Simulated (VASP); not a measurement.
# Te in VASP: a series of runs, part 2 of 2

VASP 6.6.1. Earlier steps stand in the parts before.

## 4. Single point, PBE+D3(BJ)

The input, INCAR:

```
SYSTEM = Te
ALGO = Normal ; DIPOL = 0.5 0.5 0.500
EDIFF = 1E-7 ; ENCUT = 520
GGA = PE ; ICORELEVEL = 1
IDIPOL = 3 ; ISIF = 2
ISMEAR = 0 ; IVDW = 12
LASPH = .TRUE. ; LCHARG = .FALSE.
LDIPOL = .TRUE. ; LREAL = .FALSE.
LVACPOTAV = .TRUE. ; LVHAR = .TRUE.
LWAVE = .FALSE. ; NELM = 80
PREC = Accurate ; SIGMA = 0.03
```

The input, KPOINTS:

```
k-points
0
G
  6 5 1
  0 0 0
```

The input, POSCAR:

```
Te                                      
1.0
    4.3110268400      0.0000000000      0.0000000000
    0.0000000000      5.9737350000      0.0000000000
    0.0000000000      0.0000000000     28.3307564100
  Te            
    12
Direct
     0.6306971995834189    0.9948659147586871    0.2667618955984736
     0.2121254977701321    0.3298162049334276    0.3008054436606290
     0.6452718574063806    0.6620911533408833    0.3387668072402854
     0.1478246146765947    0.0036327017798773    0.3970535061265181
     0.7150051599096132    0.3356145685704118    0.4338446160843638
     0.1490749606538657    0.6703281445211869    0.4704244109491369
     0.6490749306538703    0.9963388554788098    0.5295755890508630
     0.2150050799096137    0.3310514314295946    0.5661553839156362
     0.6478244846765910    0.6630342982201195    0.6029464938734818
     0.1452716674063862    0.0045758466591136    0.6612331927597146
     0.7121252677701273    0.3368497950665789    0.6991945563393710
     0.1306969195834171    0.6718010852413097    0.7332381044015264
```

Potentials or basis: VASP PAW PBE potentials, release 64 (Te).

Command:

```console
cat potpaw_PBE.64/Te/POTCAR > POTCAR
mpirun -np 4 vasp_std > vasp.out
```

OUTCAR:

```text
SYSTEM = Te
   EDIFF = 1E-7
   ENCUT = 520
   GGA = PE
   ISIF = 2
   ISMEAR = 0
   IVDW = 12
   LASPH = .TRUE.
   LREAL = .FALSE.
   NELM = 80
   PREC = Accurate
 IVDW          = 12

 ion  position               nearest neighbor table
   1  0.631  0.995  0.267-   3 2.85   2 2.86   2 3.35
   2  0.212  0.330  0.301-   1 2.86   3 2.93   3 3.33   1 3.35   4 3.36
   3  0.645  0.662  0.339-   1 2.85   2 2.93   2 3.33   5 3.34   4 3.39   4 3.40
   4  0.148  0.004  0.397-   6 2.88   5 2.92   5 3.32   2 3.36   3 3.39   3 3.40
   5  0.715  0.336  0.434-   4 2.92   6 2.93   4 3.32   6 3.32   3 3.34   7 3.40
   6  0.149  0.670  0.470-   4 2.88   5 2.93   5 3.32   7 3.35   7 3.35   8 3.40
[... 818 lines left out ...]
  volume of cell :      729.60
      direct lattice vectors                 reciprocal lattice vectors
     4.311026840  0.000000000  0.000000000     0.231963297  0.000000000  0.000000000
     0.000000000  5.973735000  0.000000000     0.000000000  0.167399458  0.000000000
     0.000000000  0.000000000 28.330756410     0.000000000  0.000000000  0.035297328

 POSITION                                       TOTAL-FORCE (eV/Angst)
 -----------------------------------------------------------------------------------
      2.71895      5.94307      7.55757        -0.004112     -0.004978      0.000414
      0.91448      1.97023      8.52205        -0.002554     -0.006478     -0.006305
      2.78178      3.95516      9.59752        -0.001714      0.002336     -0.005537
      0.63728      0.02170     11.24883        -0.008934     -0.002391      0.005903
      3.08241      2.00487     12.29115         0.016407      0.000014     -0.007587
      0.64267      4.00436     13.32748         0.000907     -0.009782      0.004849
      2.79818      5.95186     15.00328         0.000907      0.009782     -0.004849
      0.92689      1.97761     16.03961         0.016407     -0.000014      0.007587
      2.79279      3.96079     17.08193        -0.008934      0.002391     -0.005903
      0.62627      0.02733     18.73324        -0.001714     -0.002336      0.005537
      3.06999      2.01225     19.80871        -0.002554      0.006478      0.006305
      0.56344      4.01316     20.77319        -0.004112      0.004978     -0.000414
 -----------------------------------------------------------------------------------
    total drift:                                0.001239      0.003711     -0.000106

  FREE ENERGIE OF THE ION-ELECTRON SYSTEM (eV)
  ---------------------------------------------------
  free  energy   TOTEN  =       -41.9035425594 eV

  energy  without entropy=      -41.9035425594  energy(sigma->0) =      -41.90354256

 vacuum level on the upper side and lower side of the slab         5.868         5.868
```

stdout:

```text
POSCAR found type information on POSCAR Te
 POSCAR found :  1 types and      12 ions
 scaLAPACK will be used
 LDA part: xc-table for (Slater+PW92), standard interpolation
 POSCAR, INCAR and KPOINTS ok, starting setup
 FFT: planning ... GRIDC
 FFT: planning ... GRID_SOFT
 FFT: planning ... GRID
 WAVECAR not read
 entering main loop
 -----------------------------------------------------------------------------
|                                                                             |
|           W    W    AA    RRRRR   N    N  II  N    N   GGGG   !!!           |
|           W    W   A  A   R    R  NN   N  II  NN   N  G    G  !!!           |
|           W    W  A    A  R    R  N N  N  II  N N  N  G       !!!           |
|           W WW W  AAAAAA  RRRRR   N  N N  II  N  N N  G  GGG   !            |
|           WW  WW  A    A  R   R   N   NN  II  N   NN  G    G                |
|           W    W  A    A  R    R  N    N  II  N    N   GGGG   !!!           |
|                                                                             |
|     Did not find any points to average over, which means that no vacuum     |
|     field-free region was found. Please increase the size of  your cell     |
|     in the dimension of the dipole correction to obtain accurate            |
|     workfunction values.                                                    |
|                                                                             |
 -----------------------------------------------------------------------------
```

Run time: 4.2 min. Hardware: 4 MPI ranks of Intel Xeon 6975P-C (Granite Rapids), shared host; peak memory 0.35 GiB.

Results:

| Quantity | Value |
| --- | --- |
| Free energy | -41.9035 eV |
| Largest force | 0.018 eV/Å |
| Band gap on the k mesh | 0.68 eV, indirect (least direct gap 0.76 eV) |
| Dispersion energy per atom | -0.383 eV |
| Ionisation potential of the upper face | 4.74 eV |

Forces in eV/Å, atoms in the order of the input:
```
Te  -0.004 -0.005  0.000
Te  -0.003 -0.006 -0.006
Te  -0.002  0.002 -0.006
Te  -0.009 -0.002  0.006
Te   0.016  0.000 -0.008
Te   0.001 -0.010  0.005
Te   0.001  0.010 -0.005
Te   0.016  0.000  0.008
Te  -0.009  0.002 -0.006
Te  -0.002 -0.002  0.006
Te  -0.003  0.006  0.006
Te  -0.004  0.005  0.000
```

Core levels (eV, on the scale of the bands):
| atom | levels |
| --- | --- |
| 1 Te | 1s -31615.1, 2s -4842.7, 2p -4346.1, 3s -958.8, 3p -797.5, 3d -553.8, 4s -158.3, 4p -108.3, 4d -35.6 |
| 2 Te | 1s -31615.4, 2s -4843.0, 2p -4346.4, 3s -959.1, 3p -797.8, 3d -554.0, 4s -158.6, 4p -108.6, 4d -35.9 |
| 3 Te | 1s -31615.5, 2s -4843.1, 2p -4346.5, 3s -959.2, 3p -797.9, 3d -554.1, 4s -158.7, 4p -108.7, 4d -36.0 |
| 4 Te | 1s -31615.4, 2s -4843.0, 2p -4346.4, 3s -959.1, 3p -797.8, 3d -554.1, 4s -158.6, 4p -108.6, 4d -36.0 |
| 5 Te | 1s -31615.5, 2s -4843.0, 2p -4346.4, 3s -959.2, 3p -797.8, 3d -554.1, 4s -158.6, 4p -108.7, 4d -36.0 |
| 6 Te | 1s -31615.4, 2s -4843.0, 2p -4346.4, 3s -959.1, 3p -797.8, 3d -554.1, 4s -158.6, 4p -108.6, 4d -35.9 |

Caveat: spin-orbit coupling is left out, which moves the levels of the heavy elements. PBE gaps usually lie below the measured ones, often by a third to a half.
